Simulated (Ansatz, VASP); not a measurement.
## LiF in VASP and in Ansatz

```
Li F
1.0
     5.20740    0.00000    0.00000
     0.00000    5.20740    0.00000
     0.00000    0.00000    2.74424
Li F
4 4
Direct
  0.66282 0.33718 0.25000
  0.33718 0.66282 0.75000
  0.16282 0.16282 0.00000
  0.83718 0.83718 0.50000
  0.83042 0.16958 0.75000
  0.16958 0.83042 0.25000
  0.33042 0.33042 0.50000
  0.66958 0.66958 0.00000
```

Alike in both runs: functional PBE; k mesh 4 × 4 × 8; occupations gaussian, width 0.02 eV; no spin polarisation.

Ansatz relaxed the structure, and its values are those at the end. VASP's run is a single point on that final structure, the one shown.

|  | VASP | Ansatz |
| --- | --- | --- |
| version | VASP 6.6.1 | Ansatz 0.2.0 |
| potentials or method | VASP PAW PBE potentials, release 64 (Li_sv, F) | scalar-relativistic, plane waves, PAW |
| plane-wave cutoff (eV) | 520 | 420 |
| valence electrons in the cell | 40 | 40 |

|  | VASP | Ansatz | Ansatz less VASP |
| --- | --- | --- | --- |
| gap on the k mesh at the Fermi level (eV) | 7.84 | 7.86 | +0.012 |
| least direct gap on the mesh (eV) | 7.88 | 7.89 | +0.012 |
| rms of the force components (eV/Å) | 0.005 | 0.004 | -0.0017 |

With one functional, cell and mesh, what is left measures potentials, basis and numerics.

 A k mesh can miss the band edges. PBE gaps usually lie below the measured ones, often by a third to a half.
